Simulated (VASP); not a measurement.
Ge, 2 atoms in the cell. The structure is orthorhombic, space group Cmcm (No. 63). Conventional cell: a = 2.976 Å, b = 5.189 Å, c = 4.728 Å, α = 90.00°, β = 90.00°, γ = 90.00°. Ge (site symmetry m2m) is surrounded by 12 Ge at 2.92 to 2.99 Å. This isn't the form of Ge at room conditions, which is diamond.

* Program: VASP 6.6.1
* Task: single point
* Functional: LDA
* Potentials or basis: VASP PAW LDA potentials, release 64 (Ge_d)
* Cutoff: 520 eV
* k mesh: 8 × 8 × 4
* Occupations: gaussian, width 0.1 eV
* Spin: no spin polarisation
* Dipole correction: no
* Further INCAR settings: ALGO = Normal; EDIFF = 1e-06; NBANDS = 21

Potentials or basis: VASP PAW LDA potentials, release 64 (Ge_d).

Run with:

```console
$ cat potpaw_LDA.64/Ge_d/POTCAR > POTCAR
$ mpirun -np 1 vasp_std > vasp.out
```

Hardware: 1 thread of Intel(R) Xeon(R) 6975P-C (Granite Rapids), on a shared host.

Estimate the wall time of this run.

It took 10 s on 1 thread of Intel(R) Xeon(R) 6975P-C (Granite Rapids) (shared host), peak memory 0.16 GiB. Counts: scf iterations 10, k points 63.
